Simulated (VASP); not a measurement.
Set up this calculation in VASP 6.6.1, as the native input.

* Task: single point
* Functional: PBE
* Potentials or basis: VASP PAW PBE potentials, release 64 (Zr_sv, O)
* Cutoff: 520 eV
* k mesh: 1 × 1 × 1, shifted
* Occupations: fermi-dirac, width 0.01 eV
* Spin: no spin polarisation
* Dipole correction: no
* Further INCAR settings: LREAL = Auto; ALGO = Fast; EDIFF = 1e-07; NBANDS = 114

The structure of ZrO2 lies in POSCAR:

```
ZrO2
1.0
   -3.6209944500      3.6209944500      5.2824380700
    3.6209944500     -3.6209944500      5.2824380700
    3.6209944500      3.6209944500     -5.2824380700
Zr O
8 16
Direct
    0.0000000000      0.0000000000      0.0000000000
    0.0000000000      0.5000000000      0.5000000000
    0.5000000000      0.0000000000      0.5000000000
    0.5000000000      0.5000000000      0.0000000000
    0.0000000000      0.0000000000      0.5000000000
    0.0000000000      0.5000000000      0.0000000000
    0.5000000000      0.0000000000      0.0000000000
    0.5000000000      0.5000000000      0.5000000000
    0.4032134756      0.1532134756      0.2500000000
    0.4032134756      0.6532134756      0.7500000000
    0.9032134756      0.1532134756      0.7500000000
    0.9032134756      0.6532134756      0.2500000000
    0.1532134756      0.4032134756      0.7500000000
    0.1532134756      0.9032134756      0.2500000000
    0.6532134756      0.4032134756      0.2500000000
    0.6532134756      0.9032134756      0.7500000000
    0.3467865244      0.0967865244      0.7500000000
    0.3467865244      0.5967865244      0.2500000000
    0.8467865244      0.0967865244      0.2500000000
    0.8467865244      0.5967865244      0.7500000000
    0.0967865244      0.3467865244      0.2500000000
    0.0967865244      0.8467865244      0.7500000000
    0.5967865244      0.3467865244      0.7500000000
    0.5967865244      0.8467865244      0.2500000000
```

The cell is a database's computed one.

The input as run:

INCAR

```
SYSTEM = ZrO2
  ALGO = Fast
  EDIFF = 1E-7
  ENCUT = 520
  GGA = PE
  ISIF = 2
  ISMEAR = -1
  LASPH = .TRUE.
  LCHARG = .FALSE.
  LREAL = Auto
  LWAVE = .FALSE.
  NBANDS = 114
  NELM = 100
  PREC = Accurate
  SIGMA = 0.01
```

KPOINTS

```
Automatic mesh
0
Gamma
  1 1 1
  0.25 0.25 0.25
```

Potentials or basis: VASP PAW PBE potentials, release 64 (Zr_sv, O).

Launch:

```bash
$ cat potpaw_PBE.64/Zr_sv/POTCAR potpaw_PBE.64/O/POTCAR > POTCAR
$ mpirun -np 1 vasp_std > vasp.out
```

Results of the run:

```json
{
 "Pressure": "-0.8 GPa",
 "Largest force": "0.046 eV/Å",
 "Band gap on the k mesh": "5.16 eV"
}
```

Caveat: the k mesh is coarse (spacing up to 1.23 Å⁻¹), so the values aren't converged.

It took 4.2 min on 1 thread of Intel(R) Xeon(R) Platinum 8488C (Sapphire Rapids), with other jobs on the host, peak memory 0.4 GiB.
